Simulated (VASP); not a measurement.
# SiC (Fm-3m) in VASP: further runs

Runs on SiC. Level: r2SCAN. Tasks: relaxation of the atoms.

Program: VASP 6.6.1. These are calculated values, not measurements. Logs are shortened: lines on timing, memory, paths and dates and some standing lists are left out, and cuts for length are marked.

## (1) The structure

It takes space group Fm-3m (No. 225, cubic). The conventional cell has a = 4.026 Å, b = 4.026 Å, c = 4.026 Å, α = 90.00°, β = 90.00°, γ = 90.00°. Si (site symmetry m-3m) is surrounded by 6 C at 2.01 Å. Around C (site symmetry m-3m) lie 6 Si at 2.01 Å.

The cell was built by a generator and needn't be a form met in nature.

## (2) Relaxation of the atoms, r2SCAN (a relaxed cell with its volume scaled by 0.98)

INCAR reads:

```
PREC     = Accurate       # precision mode
ENCUT    = 600            # plane-wave cutoff, eV
EDIFF    = 1E-7           # SCF threshold, eV
ISMEAR   = 0              # smearing method
SIGMA    = 0.03           # smearing width, eV
LREAL    = False          # projectors in reciprocal space
LASPH    = True           # aspherical terms in the spheres
NELM     = 80             # most SCF steps
ALGO     = Normal         # electronic algorithm
ISIF     = 2              # what is computed and relaxed
LWAVE    = False          # write WAVECAR
LCHARG   = False          # write CHGCAR
METAGGA  = R2SCAN         # meta-GGA
LMIXTAU  = True         
IBRION   = 2              # ionic algorithm
NSW      = 40             # ionic steps
EDIFFG   = -0.01          # ionic threshold
```

KPOINTS reads:

```
Automatic mesh
0
Gamma
  12 12 12
```

POSCAR reads:

```
SiC                                     
1.0
   -0.0000000000      1.9994345138      1.9994345138
    1.9994345138     -0.0000000000      1.9994345138
    1.9994345138      1.9994345138     -0.0000000000
  Si              C             
     1     1
Direct
     0.0000000000000000    0.0000000000000000    0.0000000000000000
     0.5000000000000000    0.5000000000000000    0.5000000000000000
```

Potentials or basis: VASP PAW PBE potentials, release 64 (Si, C).

Run with:

```sh
cat potpaw_PBE.64/Si/POTCAR potpaw_PBE.64/C/POTCAR > POTCAR
mpirun -np 1 vasp_std > vasp.out
```

OUTCAR:

```text
PREC = Accurate
   ENCUT = 600
   EDIFF = 1E-7
   ISMEAR = 0
   LREAL = False
   LASPH = True
   NELM = 80
   ISIF = 2
   METAGGA = R2SCAN
   IBRION = 2
   NSW = 40
   EDIFFG = -0.01

 ion  position               nearest neighbor table
   1  0.000  0.000  0.000-   2 2.00   2 2.00   2 2.00   2 2.00   2 2.00   2 2.00
   2  0.500  0.500  0.500-   1 2.00   1 2.00   1 2.00   1 2.00   1 2.00   1 2.00

  LATTYP: Found a face centered cubic cell.
 ALAT       =     3.9988690276

  Lattice vectors:

 A1 = (   0.0000000000,   1.9994345138,   1.9994345138)
 A2 = (   1.9994345138,   0.0000000000,   1.9994345138)
 A3 = (   1.9994345138,   1.9994345138,   0.0000000000)

Analysis of symmetry for initial positions (statically):
=====================================================================
 Subroutine PRICEL returns:
 Original cell was already a primitive cell.

 Routine SETGRP: Setting up the symmetry group for a
 face centered cubic supercell.

 Subroutine GETGRP returns: Found 48 space group operations
 (whereof 48 operations were pure point group operations)
 out of a pool of 48 trial point group operations.

The static configuration has the point symmetry O_h .

Analysis of symmetry for dynamics (positions and initial velocities):
=====================================================================
 Subroutine PRICEL returns:
 Original cell was already a primitive cell.

 Routine SETGRP: Setting up the symmetry group for a
 face centered cubic supercell.

 Subroutine GETGRP returns: Found 48 space group operations
 (whereof 48 operations were pure point group operations)
 out of a pool of 48 trial point group operations.

The dynamic configuration has the point symmetry O_h .

 Subroutine INISYM returns: Found 48 space group operations
 (whereof 48 operations are pure point group operations),
 and found     1 'primitive' translations

----------------------------------------------------------------------------------------

                                     Primitive cell

  volume of cell :      15.9864

  direct lattice vectors                    reciprocal lattice vectors
     0.000000000  1.999434514  1.999434514    -0.250070706  0.250070706  0.250070706
     1.999434514  0.000000000  1.999434514     0.250070706 -0.250070706  0.250070706
     1.999434514  1.999434514  0.000000000     0.250070706  0.250070706 -0.250070706

  length of vectors
     2.827627406  2.827627406  2.827627406     0.433135168  0.433135168  0.433135168
[... 81 lines left out ...]
   EDIFF  = 0.1E-06   stopping-criterion for ELM
   LREAL  =      F    real-space projection
   EDIFFG = -.1E-01   stopping-criterion for IOM
   NSW    =     40    number of steps for IOM
   IBRION =      2    ionic relax: 0-MD 1-quasi-New 2-CG
   NFREE  =      1    steps in history (QN), initial steepest desc. (CG)
   ISIF   =      2    stress and relaxation
   ISYM   =      2    0-nonsym 1-usesym 2-fastsym
   POTIM  = 0.5000    time-step for ionic-motion
   TEBEG  =    0.0;   TEEND  =   0.0 temperature during run
   PSTRESS=    0.0 pullay stress
   NELECT =       8.0000    total number of electrons
   NUPDOWN=      -1.0000    fix difference up-down
   EMIN   =  10.00;   EMAX   =-10.00  energy-range for DOS
   EFERMI =   0.00;   METHOD = LEGACY
   ISMEAR =     0;   SIGMA  =   0.03  broadening in eV -4-tet -1-fermi 0-gaus
   EFERMI_NEDOS =   21; number of points for ismear=-14 and -15
   IALGO  =     38    algorithm
   IMIX   =      4    mixing-type and parameters
     AMIX     =   0.40;   BMIX     =  1.00
     AMIX_MAG =   1.60;   BMIX_MAG =  1.00
  volume/ion in A,a.u.               =       7.99        53.94
  Fermi-wavevector in a.u.,A,eV,Ry     =   1.299733  2.456140 22.984419  1.689307
  Thomas-Fermi vector in A             =   2.430978
   LORBIT       =      0    0 simple, 1 ext, 2 COOP (PROOUT), +10 PAW based schemes
   METAGGA = R2SCAN    functional components
   LHFCALC =     F    Hartree Fock is set to
   AEXX    =    0.0000 exact exchange contribution
   IVDW    =     0    specifies the selected vdW correction
   LEPSILON=     F    determine dielectric tensor
   LRPA    =     F    only Hartree local field effects (RPA)
 conjugate gradient relaxation of ions
 non-spin polarized calculation
 Gauss-broadening in eV      SIGMA  =   0.03
  energy-cutoff  :      600.00
  volume of cell :       15.99
 maximum number of plane-waves:       547
   NGX = 11   NGY = 11   NGZ = 11

 number of electron       8.0000000 magnetization

 Free energy of the ion-electron system (eV)
  ---------------------------------------------------
  ext. energy  EPLUGINS =         0.00000000
  ---------------------------------------------------
  free energy    TOTEN  =       -17.65403090 eV

  energy without entropy =      -17.65393122  energy(sigma->0) =      -17.65398106

 E-fermi :  13.0425     XC(G=0): -13.6084

 val. band max:       13.0018639681   @ k =   0.0000   0.0000   0.0000
 cond. band min:      13.0563227293   @ k =  -0.0833   0.0833   0.0000
 fundamental gap:      0.0544587612
 Fermi energy:        13.0424749208

 k-point     1 :       0.0000    0.0000    0.0000
  band No.  band energies     occupation
      1      -6.8936      2.00000
      2      13.0019      1.94444
      3      13.0019      1.94444
      4      13.0019      1.94443
      5      21.8411      0.00000
      6      22.4075      0.00000
      7      22.4075      0.00000
      8      22.4075      0.00000
[... 243 lines left out ...]
 k-point    24 :      -0.4167    0.1667    0.0000
  band No.  band energies     occupation
      1      -1.0789      2.00000
      2       1.5522      2.00000
      3       8.6452      2.00000
      4      10.8991      2.00000
      5      17.0942      0.00000
      6      20.5425      0.00000
      7      22.1410      0.00000
      8      27.2849      0.00000

 [... further k-points ...]
[... 5 lines left out ...]
  --------------------------------------------------------------------------------------
  -------------------------------------------------------------------------------------
  Total        0.5863998      0.5863998      0.5863998     -0.0000000      0.0000000     -0.0000000
  in kB       58.7696136     58.7696136     58.7696136     -0.0000000      0.0000000     -0.0000000
  external PRESSURE =      58.7696136 kB  Pullay stress =       0.0000000 kB

 VOLUME and BASIS-vectors are now :
 -----------------------------------------------------------------------------
  energy-cutoff  :      600.00
  volume of cell :       15.99
      direct lattice vectors                 reciprocal lattice vectors
     0.000000000  1.999434514  1.999434514    -0.250070706  0.250070706  0.250070706
     1.999434514  0.000000000  1.999434514     0.250070706 -0.250070706  0.250070706
     1.999434514  1.999434514  0.000000000     0.250070706  0.250070706 -0.250070706

 POSITION                                       TOTAL-FORCE (eV/Angst)
 -----------------------------------------------------------------------------------
      0.00000      0.00000      0.00000        -0.000000     -0.000000      0.000000
      1.99943      1.99943      1.99943         0.000000      0.000000      0.000000
 -----------------------------------------------------------------------------------
    total drift:                               -0.000000     -0.000000      0.000000

  FREE ENERGIE OF THE ION-ELECTRON SYSTEM (eV)
  ---------------------------------------------------
  free  energy   TOTEN  =       -17.6540309029 eV

  energy  without entropy=      -17.6539312176  energy(sigma->0) =      -17.65398106

 reached required accuracy - stopping structural energy minimisation
```

OSZICAR:

```text
N       E                     dE             d eps       ncg     rms          rms(c)
DAV:   1    -0.174313849715E+01   -0.17431E+01   -0.48680E+03  1248   0.101E+03
DAV:   2    -0.200305563047E+02   -0.18287E+02   -0.17037E+02  1632   0.109E+02
DAV:   3    -0.202897836774E+02   -0.25923E+00   -0.25923E+00  1416   0.147E+01
[... 10 lines left out ...]
DAV:  14    -0.176540224255E+02   -0.78401E-05   -0.37783E-05  1288   0.687E-02    0.109E-03
DAV:  15    -0.176540343211E+02   -0.11896E-04   -0.15870E-06  1672   0.183E-02    0.517E-04
DAV:  16    -0.176540299338E+02    0.43872E-05   -0.12777E-07  1416   0.540E-03    0.636E-04
DAV:  17    -0.176540313461E+02   -0.14123E-05   -0.37357E-08   816   0.249E-03    0.292E-04
DAV:  18    -0.176540309003E+02    0.44579E-06   -0.40986E-09   712   0.832E-04    0.108E-04
DAV:  19    -0.176540309029E+02   -0.25850E-08   -0.16010E-10   712   0.164E-04
   1 F= -.17654031E+02 E0= -.17653981E+02  d E =-.176540E+02
```

It took 20 s on 1 thread of Intel Xeon 6975P-C (Granite Rapids), shared host; peak memory 0.14 GiB.

Results:

- Free energy: -17.6540 eV
- Pressure after relaxing: 5.9 GPa
- Band gap on the k mesh: none (metal or under the smearing width)

Final structure:
```
CELL_PARAMETERS angstrom
0.00000 1.99943 1.99943
1.99943 0.00000 1.99943
1.99943 1.99943 0.00000
ATOMIC_POSITIONS crystal
Si 0.00000 0.00000 0.00000
C 0.50000 0.50000 0.50000
```

Levels at points of the mesh, in eV from the Fermi level:
```csv
k point,band 1,band 2,band 3,band 4,band 5,band 6,band 7,band 8
"(0.00, 0.00, 0.00)",-19.94,-0.04,-0.04,-0.04,8.80,9.37,9.37,9.37
"(0.50, 0.00, 0.00)",-14.48,-12.35,-1.30,-1.30,5.79,5.79,6.65,11.00
"(0.50, 0.50, 0.00)",-12.55,-10.63,-4.76,-4.76,-0.50,2.75,16.52,16.52
```

Caveat: the relaxation stopped at its first step, so nothing moved; the PAW data sets were made with another functional, which shifts forces and pressure a little.

## (3) Relaxation of the atoms, r2SCAN

INCAR is that of step 2.

KPOINTS is that of step 2.

POSCAR reads:

```
SiC                                     
1.0
   -0.0000000000      2.0129446163      2.0129446163
    2.0129446163     -0.0000000000      2.0129446163
    2.0129446163      2.0129446163     -0.0000000000
  Si              C             
     1     1
Direct
     0.0000000000000000    0.0000000000000000    0.0000000000000000
     0.5000000000000000    0.5000000000000000    0.5000000000000000
```

Potentials or basis: VASP PAW PBE potentials, release 64 (Si, C).

Run with:

```sh
cat potpaw_PBE.64/Si/POTCAR potpaw_PBE.64/C/POTCAR > POTCAR
mpirun -np 1 vasp_std > vasp.out
```

Run time: 19 s. Hardware: 1 thread of Intel Xeon 6975P-C (Granite Rapids), shared host; peak memory 0.13 GiB.

The run converged. Its results:

```yaml
Free_energy: -17.6603 eV
Pressure_after_relaxing: 0.0 GPa
Band_gap_on_the_k_mesh: none (metal or under the smearing width)
```

Final structure:
```cif
data_structure
_symmetry_space_group_name_H-M 'P 1'
_symmetry_Int_Tables_number 1
_cell_length_a 2.8467
_cell_length_b 2.8467
_cell_length_c 2.8467
_cell_angle_alpha 60.000
_cell_angle_beta 60.000
_cell_angle_gamma 60.000
_cell_volume 16.31
loop_
_atom_site_label
_atom_site_type_symbol
_atom_site_fract_x
_atom_site_fract_y
_atom_site_fract_z
_atom_site_occupancy
Si1 Si 0.00000 0.00000 0.00000 1
C1 C 0.50000 0.50000 0.50000 1
```

Levels at points of the mesh, in eV from the Fermi level:
```
           k point  band 1  band 2  band 3  band 4  band 5  band 6  band 7  band 8
(0.00, 0.00, 0.00)  -19.69   -0.04   -0.04   -0.04    8.41    9.36    9.36    9.36
(0.50, 0.00, 0.00)  -14.32  -12.18   -1.24   -1.24    5.69    5.69    6.52   10.74
(0.50, 0.50, 0.00)  -12.44  -10.44   -4.67   -4.67   -0.65    2.85   16.20   16.20
```

Caveat: the relaxation stopped at its first step, so nothing moved; the PAW data sets were made with another functional, which shifts forces and pressure a little.

## (4) Relaxation of the atoms, r2SCAN (a relaxed cell with its volume scaled by 1.02)

INCAR is that of step 3.

KPOINTS is that of step 3.

POSCAR reads:

```
SiC                                     
1.0
   -0.0000000000      2.0262757639      2.0262757639
    2.0262757639     -0.0000000000      2.0262757639
    2.0262757639      2.0262757639     -0.0000000000
  Si              C             
     1     1
Direct
     0.0000000000000000    0.0000000000000000    0.0000000000000000
     0.5000000000000000    0.5000000000000000    0.5000000000000000
```

Run with:

```sh
cat potpaw_PBE.64/Si/POTCAR potpaw_PBE.64/C/POTCAR > POTCAR
mpirun -np 1 vasp_std > vasp.out
```

It took 20 s on 1 thread of Intel Xeon 6975P-C (Granite Rapids), shared host; peak memory 0.14 GiB.

It converged, with:

```yaml
Free_energy: -17.6561 eV
Pressure_after_relaxing: -4.2 GPa
Band_gap_on_the_k_mesh: none (metal or under the smearing width)
```

Final structure:
```
Si C
1.0
     0.00000    2.02628    2.02628
     2.02628    0.00000    2.02628
     2.02628    2.02628    0.00000
Si C
1 1
Direct
  0.00000 0.00000 0.00000
  0.50000 0.50000 0.50000
```

Levels at points of the mesh, in eV from the Fermi level:
```csv
k point,band 1,band 2,band 3,band 4,band 5,band 6,band 7,band 8
"(0.00, 0.00, 0.00)",-19.37,0.04,0.04,0.04,8.11,9.44,9.44,9.44
"(0.50, 0.00, 0.00)",-14.08,-11.94,-1.11,-1.11,5.68,5.68,6.47,10.58
"(0.50, 0.50, 0.00)",-12.26,-10.16,-4.51,-4.51,-0.71,3.03,15.97,15.97
```

Caveat: the relaxation stopped at its first step, so nothing moved; the PAW data sets were made with another functional, which shifts forces and pressure a little.

## (5) Relaxation of the atoms, r2SCAN (a relaxed cell with its volume scaled by 1.04)

INCAR is that of step 4.

KPOINTS is that of step 4.

POSCAR reads:

```
SiC                                     
1.0
   -0.0000000000      2.0394337674      2.0394337674
    2.0394337674     -0.0000000000      2.0394337674
    2.0394337674      2.0394337674     -0.0000000000
  Si              C             
     1     1
Direct
     0.0000000000000000    0.0000000000000000    0.0000000000000000
     0.5000000000000000    0.5000000000000000    0.5000000000000000
```

Potentials or basis: VASP PAW PBE potentials, release 64 (Si, C).

Run with:

```sh
cat potpaw_PBE.64/Si/POTCAR potpaw_PBE.64/C/POTCAR > POTCAR
mpirun -np 1 vasp_std > vasp.out
```

OUTCAR:

```text
PREC = Accurate
   ENCUT = 600
   EDIFF = 1E-7
   ISMEAR = 0
   LREAL = False
   LASPH = True
   NELM = 80
   ISIF = 2
   METAGGA = R2SCAN
   IBRION = 2
   NSW = 40
   EDIFFG = -0.01

 ion  position               nearest neighbor table
   1  0.000  0.000  0.000-   2 2.04   2 2.04   2 2.04   2 2.04   2 2.04   2 2.04
   2  0.500  0.500  0.500-   1 2.04   1 2.04   1 2.04   1 2.04   1 2.04   1 2.04

  LATTYP: Found a face centered cubic cell.
 ALAT       =     4.0788675348

  Lattice vectors:

 A1 = (   0.0000000000,   2.0394337674,   2.0394337674)
 A2 = (   2.0394337674,   0.0000000000,   2.0394337674)
 A3 = (   2.0394337674,   2.0394337674,   0.0000000000)

Analysis of symmetry for initial positions (statically):
=====================================================================
 Subroutine PRICEL returns:
 Original cell was already a primitive cell.

 Routine SETGRP: Setting up the symmetry group for a
 face centered cubic supercell.

 Subroutine GETGRP returns: Found 48 space group operations
 (whereof 48 operations were pure point group operations)
 out of a pool of 48 trial point group operations.

The static configuration has the point symmetry O_h .

[... 162 lines left out ...]
 E-fermi :  12.0231     XC(G=0): -13.3271

 val. band max:       11.9526663677   @ k =   0.0833   0.0000   0.0000
 cond. band min:      12.0377645518   @ k =  -0.1667   0.0833   0.0000
 fundamental gap:      0.0850981841
 Fermi energy:        12.0231402971

 k-point     1 :       0.0000    0.0000    0.0000
  band No.  band energies     occupation
      1      -7.1092      2.00000
      2      12.0603      0.08017
      3      12.0603      0.08017
      4      12.0603      0.08016
      5      19.7674      0.00000
      6      21.4629      0.00000
      7      21.4629      0.00000
      8      21.4629      0.00000
[... 243 lines left out ...]
 k-point    24 :      -0.4167    0.1667    0.0000
  band No.  band energies     occupation
      1      -1.5548      2.00000
      2       1.0658      2.00000
      3       7.9504      2.00000
      4      10.1439      2.00000
      5      15.8718      0.00000
      6      19.2372      0.00000
      7      20.7452      0.00000
      8      25.4456      0.00000

 [... further k-points ...]
[... 5 lines left out ...]
  --------------------------------------------------------------------------------------
  -------------------------------------------------------------------------------------
  Total       -0.9062060     -0.9062060     -0.9062060     -0.0000000     -0.0000000     -0.0000000
  in kB      -85.5812648    -85.5812648    -85.5812648     -0.0000000     -0.0000000     -0.0000000
  external PRESSURE =     -85.5812648 kB  Pullay stress =       0.0000000 kB

 VOLUME and BASIS-vectors are now :
 -----------------------------------------------------------------------------
  energy-cutoff  :      600.00
  volume of cell :       16.97
      direct lattice vectors                 reciprocal lattice vectors
     0.000000000  2.039433767  2.039433767    -0.245166089  0.245166089  0.245166089
     2.039433767  0.000000000  2.039433767     0.245166089 -0.245166089  0.245166089
     2.039433767  2.039433767  0.000000000     0.245166089  0.245166089 -0.245166089

 POSITION                                       TOTAL-FORCE (eV/Angst)
 -----------------------------------------------------------------------------------
      0.00000      0.00000      0.00000        -0.000000      0.000000      0.000000
      2.03943      2.03943      2.03943         0.000000      0.000000     -0.000000
 -----------------------------------------------------------------------------------
    total drift:                               -0.000000     -0.000000      0.000000

  FREE ENERGIE OF THE ION-ELECTRON SYSTEM (eV)
  ---------------------------------------------------
  free  energy   TOTEN  =       -17.6439466955 eV

  energy  without entropy=      -17.6437543502  energy(sigma->0) =      -17.64385052

 reached required accuracy - stopping structural energy minimisation
```

It took 19 s on 1 thread of Intel Xeon 6975P-C (Granite Rapids), shared host; peak memory 0.14 GiB.

Results:

* Free energy: -17.6439 eV
* Pressure after relaxing: -8.6 GPa
* Band gap on the k mesh: none (metal or under the smearing width)

Final structure:
```
CELL_PARAMETERS angstrom
0.00000 2.03943 2.03943
2.03943 0.00000 2.03943
2.03943 2.03943 0.00000
ATOMIC_POSITIONS crystal
Si 0.00000 0.00000 0.00000
C 0.50000 0.50000 0.50000
```

Levels at points of the mesh, in eV from the Fermi level:
```
           k point  band 1  band 2  band 3  band 4  band 5  band 6  band 7  band 8
(0.00, 0.00, 0.00)  -19.13    0.04    0.04    0.04    7.74    9.44    9.44    9.44
(0.50, 0.00, 0.00)  -13.93  -11.78   -1.05   -1.05    5.59    5.59    6.34   10.34
(0.50, 0.50, 0.00)  -12.16   -9.98   -4.43   -4.43   -0.85    3.12   15.67   15.67
```

Caveat: the relaxation stopped at its first step, so nothing moved; the PAW data sets were made with another functional, which shifts forces and pressure a little.

## (6) Summary

```tsv
cell	gap on the mesh (eV)	pressure (GPa)
atoms relaxed from: a relaxed cell with its volume scaled by 0.98	none	5.9
atoms relaxed	none	0.0
atoms relaxed from: a relaxed cell with its volume scaled by 1.02	none	-4.2
atoms relaxed from: a relaxed cell with its volume scaled by 1.04	none	-8.6
```

Alike in all rows: task relaxation of the atoms; level r2SCAN; potentials or basis VASP PAW PBE potentials, release 64 (Si, C); no spin polarisation; k mesh 12 × 12 × 12; cutoff (eV) 600; smearing gaussian 0.03 eV.

Caveats: the relaxation stopped at its first step, so nothing moved; the PAW data sets were made with another functional, which shifts forces and pressure a little.

Absolute energies hang on the potentials; compare differences alone.
